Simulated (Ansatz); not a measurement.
Ti, DFT, PBE, all-electron PAW with datasets made for the crystal, scalar-relativistic (Ansatz 0.2.0), run on 1 thread of Arm Neoverse V1 on a shared host.

The cell is COD entry 9008517, as deposited and not checked against the literature; nothing was relaxed. The listed cell was then made from it by scaling, straining or moving an atom.

Command: `ansatz run input.yaml --threads 1 --pin off --max-ram 2048MiB --backend cpu --events-out ev --progress --plain --runs-dir out`

```yaml
crystal:
  lattice:
    - [2.9499978604, -0.0294999786, -0.0294999786]
    - [-1.5005466611, 2.5695230775, -0.0107977416]
    - [-0.04686, -0.04686, 4.686]
  atoms:
    - { symbol: Ti, position: [0.3333333333, 0.6666666667, 0.25] }
    - { symbol: Ti, position: [0.6666666667, 0.3333333333, 0.75] }
kpoints:
  mp_grid: { grid: [13, 13, 7] }
scf:
  occupations: { method: fermi_dirac, width: 0.08 }
hamiltonian:
  xc: pbe
  pseudopotentials: { kind: all_electron, datasets: crystal }
output:
  forces: true
  stress: true
  eigenvalues: true
  efg: { contact_densities: true }
```

Q: How large is the problem that the program sets up?

A: 592 irreducible k-points, 317 plane waves at Γ, 13 bands.

Q: Estimate the wall time and the peak memory.

A: 43 s of wall time for 9 SCF iterations, with a peak of 0.86 GiB. Times on shared machines scatter by tens of per cent.

Q: And the same cell and mesh by LAPW (all electrons), asked for forces, stress, eigenvalues, on the same hardware?

A: 78 s, peak memory 1.1 GiB.

Q: And the same cell and mesh by PAW with the default files, asked for forces, stress, eigenvalues, efg, write_density, write_potential, elf, on the same hardware?

A: 23 s, peak memory 0.54 GiB.
